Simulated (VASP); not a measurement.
# TaS2 (P-3m1) in VASP: settings compared, part 2 of 2

VASP 6.6.1.

### 3 Single point, PBE

INCAR reads:

```
SYSTEM = TaS2
ALGO     = Normal         ! electronic algorithm
EDIFF    = 1E-6           ! SCF threshold, eV
ENCUT    = 500            ! plane-wave cutoff, eV
GGA      = PE             ! functional
ISIF     = 2              ! what is computed and relaxed
ISMEAR   = 0              ! smearing method
LASPH    = .TRUE.         ! aspherical terms in the spheres
LCHARG   = .TRUE.         ! write CHGCAR
LELF     = .TRUE.         ! ELF
LREAL    = .FALSE.        ! projectors in reciprocal space
LVHAR    = .TRUE.       
LWAVE    = .FALSE.        ! write WAVECAR
NELM     = 80             ! most SCF steps
PREC     = Accurate       ! precision mode
SIGMA    = 0.02           ! smearing width, eV
```

KPOINTS reads:

```
k-points
0
G
  4 4 2
  0 0 0
```

POSCAR reads:

```
TaS2
1.0
    3.3500000000      0.0000000000      0.0000000000
   -1.6750000000      2.9011851027      0.0000000000
    0.0000000000      0.0000000000      5.8600000000
Ta S
1 2
Direct
    0.0000000000      0.0000000000      0.0000000000
    0.6666666667      0.3333333333      0.7500000000
    0.3333333333      0.6666666667      0.2500000000
```

Potentials or basis: VASP PAW PBE potentials, release 64 (Ta_sv_GW, S_GW).

The run is started by

```console
$ cat potpaw_PBE.64/Ta_sv_GW/POTCAR potpaw_PBE.64/S_GW/POTCAR > POTCAR
$ mpirun -np 1 vasp_std > vasp.out
```

It took 14 s on 1 thread of Intel Xeon Platinum 8375C at 2.90GHz (Ice Lake), shared host; peak memory 0.17 GiB.

Results (log left out):

```yaml
Free_energy: -25.5162 eV
Pressure: 9.5 GPa
Largest_force: 1.200 eV/Å
Band_gap_on_the_k_mesh: none (metal or under the smearing width)
```

Forces on the atoms (eV/Å):
```
Ta   0.000  0.000  0.000
S    0.000  0.000 -1.200
S    0.000  0.000  1.200
```

Stress tensor (GPa, compression positive):
```
 8.04  0.00  0.00
 0.00  8.04  0.00
 0.00  0.00 12.37
```

Levels at points of the mesh, in eV from the Fermi level:
| k point | band 8 | band 9 | band 10 | band 11 | band 12 | band 13 | band 14 | band 15 | band 16 |
| --- | --- | --- | --- | --- | --- | --- | --- | --- | --- |
| (0.00, 0.00, 0.00) | -3.85 | -3.85 | -0.90 | -0.34 | -0.34 | 0.42 | 0.42 | 0.69 | 4.52 |
| (0.50, 0.00, 0.00) | -4.19 | -4.08 | -3.68 | -3.02 | -1.82 | -0.38 | 2.83 | 3.38 | 4.95 |
| (0.00, 0.00, 0.50) | -3.82 | -3.82 | -3.12 | -0.48 | -0.48 | 0.39 | 0.39 | 1.66 | 4.93 |
| (0.50, 0.00, 0.50) | -4.82 | -3.96 | -3.81 | -1.81 | -1.54 | -0.83 | 2.82 | 3.37 | 4.85 |

Caveat: the k mesh is coarse (spacing up to 0.54 Å⁻¹), so the values aren't converged; this functional lacks dispersion, which binds the layers, so the pressure and a relaxed spacing across them are unreliable; forces of over 1 eV/Å show positions far from the minimum, so gaps and moduli don't describe the material at rest. The run has no spin-orbit coupling, so splittings on Ta are missing.

### 4 Single point, PBEsol

INCAR reads:

```
PREC     = Accurate       # precision mode
ENCUT    = 500            # plane-wave cutoff, eV
EDIFF    = 1E-6           # SCF threshold, eV
ISMEAR   = 0              # smearing method
SIGMA    = 0.05           # smearing width, eV
LREAL    = F              # projectors in reciprocal space
LASPH    = T              # aspherical terms in the spheres
NELM     = 80             # most SCF steps
ALGO     = Fast           # electronic algorithm
ISIF     = 2              # what is computed and relaxed
LWAVE    = F              # write WAVECAR
LCHARG   = T              # write CHGCAR
GGA      = PS             # functional
LELF     = T              # ELF
LVHAR    = T            
NBANDS   = 16             # bands
```

KPOINTS reads:

```
Automatic mesh
0
Gamma
  9 9 5
```

POSCAR is that of step 3.

Potentials or basis: VASP PAW PBE potentials, release 64 (Ta, S).

The run is started by

```console
$ cat potpaw_PBE.64/Ta/POTCAR potpaw_PBE.64/S/POTCAR > POTCAR
$ mpirun -np 1 vasp_std > vasp.out
```

Wall time 16 s (1 thread of Intel Xeon 6975P-C (Granite Rapids), shared host); peak memory 0.19 GiB.

The run converged. Its results:

* Free energy: -24.5472 eV
* Pressure: 4.4 GPa
* Largest force: 1.032 eV/Å
* Band gap on the k mesh: none (metal or under the smearing width)

Forces on the atoms (eV/Å):
```
Ta   0.000  0.000  0.000
S    0.000  0.000 -1.032
S    0.000  0.000  1.032
```

Stress tensor (GPa, compression positive):
```
2.46 0.00 0.00
0.00 2.46 0.00
0.00 0.00 8.34
```

Levels at points of the mesh, in eV from the Fermi level:
| k point | band 5 | band 6 | band 7 | band 8 | band 9 | band 10 | band 11 | band 12 | band 13 | band 14 |
| --- | --- | --- | --- | --- | --- | --- | --- | --- | --- | --- |
| (0.00, 0.00, 0.00) | -4.24 | -1.28 | -0.73 | -0.73 | 0.02 | 0.02 | 0.26 | 4.13 | 4.13 | 5.18 |

Caveat: the PAW data sets were made with another functional, which shifts forces and pressure a little; this functional lacks dispersion, which binds the layers, so the pressure and a relaxed spacing across them are unreliable.

### 5 Single point, PBEsol

run.py reads:

```python
from ase.calculators.vasp import Vasp
from ase.dft.bandgap import bandgap
from ase.io import read

atoms = read('TaS2.xyz')
calc = Vasp(
    directory='calc',
    xc='pbesol',
    pp='PBE',
    setups='minimal',
    prec='Accurate',
    encut=500,
    ediff=1e-07,
    ismear=0,
    sigma=0.05,
    lreal=False,
    lasph=True,
    nelm=100,
    algo='Normal',
    isif=2,
    lwave=False,
    lcharg=False,
    kpts=[9, 9, 5],
    gamma=True,
    nbands=16,
)
atoms.calc = calc

print('energy (eV):', atoms.get_potential_energy())
print('free energy (eV):', atoms.get_potential_energy(force_consistent=True))
print('forces (eV/A):')
print(atoms.get_forces())
print('stress (eV/A^3, Voigt):', atoms.get_stress())
print('Fermi level (eV):', calc.get_fermi_level())
gap, top, bottom = bandgap(calc)
print('band gap (eV):', gap, 'from (spin, k, band)', top, 'to', bottom)
```

TaS2.xyz reads:

```xyz
3
Lattice="3.3500000000 0.0000000000 0.0000000000 -1.6750000000 2.9011851027 0.0000000000 0.0000000000 0.0000000000 5.8600000000" Properties=species:S:1:pos:R:3 pbc="T T T"
Ta     0.0000000000      0.0000000000      0.0000000000
S      1.6750000002      0.9670617008      4.3950000000
S     -0.0000000002      1.9341234019      1.4650000000
```

The run is started by

```console
$ python run.py
```

Run time: 17 s. Hardware: 1 thread of Intel Xeon 6975P-C (Granite Rapids), shared host; peak memory 0.19 GiB.

The run converged. Its results:

- Free energy: -24.5472 eV
- Pressure: 4.4 GPa
- Largest force: 1.031 eV/Å
- Band gap on the k mesh: none (metal or under the smearing width)

Forces in eV/Å, atoms in the order of the input:
```
Ta   0.000  0.000  0.000
S    0.000  0.000 -1.031
S    0.000  0.000  1.031
```

Stress tensor (GPa, compression positive):
```
2.47 0.00 0.00
0.00 2.47 0.00
0.00 0.00 8.35
```

Levels at points of the mesh, in eV from the Fermi level:
```
           k point  band 5  band 6  band 7  band 8  band 9  band 10  band 11  band 12  band 13  band 14
(0.00, 0.00, 0.00)   -4.24   -1.28   -0.73   -0.73    0.02     0.02     0.26     4.13     4.13     5.18
```

Caveat: the PAW data sets were made with another functional, which shifts forces and pressure a little; this functional lacks dispersion, which binds the layers, so the pressure and a relaxed spacing across them are unreliable. Spin-orbit coupling is left out, which matters for the levels of Ta.

### 6 Single point, PBE

INCAR reads:

```
PREC     = Accurate       # precision mode
ENCUT    = 520            # plane-wave cutoff, eV
EDIFF    = 1E-6           # SCF threshold, eV
ISMEAR   = 0              # smearing method
SIGMA    = 0.022          # smearing width, eV
LREAL    = False          # projectors in reciprocal space
LASPH    = True           # aspherical terms in the spheres
NELM     = 80             # most SCF steps
ALGO     = Fast           # electronic algorithm
ISIF     = 2              # what is computed and relaxed
LWAVE    = False          # write WAVECAR
LCHARG   = False          # write CHGCAR
GGA      = PE             # functional
NBANDS   = 18             # bands
```

KPOINTS reads:

```
regular mesh
0
Gamma
  9 9 5
```

POSCAR is that of step 4.

Potentials or basis: VASP PAW PBE potentials, release 64 (Ta_pv, S).

The run is started by

```console
$ cat potpaw_PBE.64/Ta_pv/POTCAR potpaw_PBE.64/S/POTCAR > POTCAR
$ mpirun -np 1 vasp_std > vasp.out
```

Run time: 30 s. Hardware: 1 thread of Intel Xeon 6975P-C (Granite Rapids), shared host; peak memory 0.21 GiB.

The run converged. Its results:

```
Free energy            : -23.0127 eV
Pressure               : 9.1 GPa
Largest force          : 1.262 eV/Å
Band gap on the k mesh : none (metal or under the smearing width)
```

Forces in eV/Å, atoms in the order of the input:
```
Ta   0.000  0.000  0.000
S    0.000  0.000 -1.262
S    0.000  0.000  1.262
```

Stress tensor (GPa, compression positive):
```
 7.43  0.00  0.00
 0.00  7.43  0.00
 0.00  0.00 12.55
```

Levels at points of the mesh, in eV from the Fermi level:
```csv
k point,band 8,band 9,band 10,band 11,band 12,band 13,band 14,band 15
"(0.00, 0.00, 0.00)",-4.27,-1.34,-0.80,-0.80,0.03,0.03,0.28,4.09
```

Caveat: this functional lacks dispersion, which binds the layers, so the pressure and a relaxed spacing across them are unreliable; forces of over 1 eV/Å show positions far from the minimum, so gaps and moduli don't describe the material at rest. Spin-orbit coupling is left out, which matters for the levels of Ta.

### 7 The reference run

An earlier run on the cell as given: functional PBE; potentials or basis VASP PAW PBE potentials, release 64 (Ta_pv, S); cutoff 520 eV; k mesh 9 × 9 × 5; occupations fermi-dirac, width 0.05 eV; no spin polarisation.

- Pressure: 9.2 GPa
- Largest force: 1.243 eV/Å
- Band gap on the k mesh: none (metal or under the smearing width)

### 8 Overview

```csv
level,potentials or basis,k mesh,cutoff (eV),smearing,mesh quality,gap on the mesh (eV),pressure (GPa),largest force (eV/Å)
PBE,"VASP PAW PBE potentials, release 64 (Ta_sv_GW, S_GW)",4 × 4 × 2,500,gaussian 0.02 eV,coarse,none,9.5,1.20
PBEsol,"VASP PAW PBE potentials, release 64 (Ta, S)",9 × 9 × 5,500,gaussian 0.05 eV,not flagged,none,4.4,1.03
PBE,"VASP PAW PBE potentials, release 64 (Ta_pv, S)",9 × 9 × 5,520,gaussian 0.022 eV,not flagged,none,9.1,1.26
PBE,"VASP PAW PBE potentials, release 64 (Ta_pv, S)",9 × 9 × 5,520,fermi-dirac 0.05 eV,not flagged,none,9.2,1.24
```

Alike in all rows: task single point; no spin polarisation; cell as given.

Caveats: some runs use coarse meshes; this functional lacks dispersion, which binds the layers, so the pressure and a relaxed spacing across them are unreliable; forces of over 1 eV/Å show positions far from the minimum, so gaps and moduli don't describe the material at rest (some runs); the PAW data sets were made with another functional, which shifts forces and pressure a little (some runs).

Absolute energies hang on the potentials; compare differences alone.
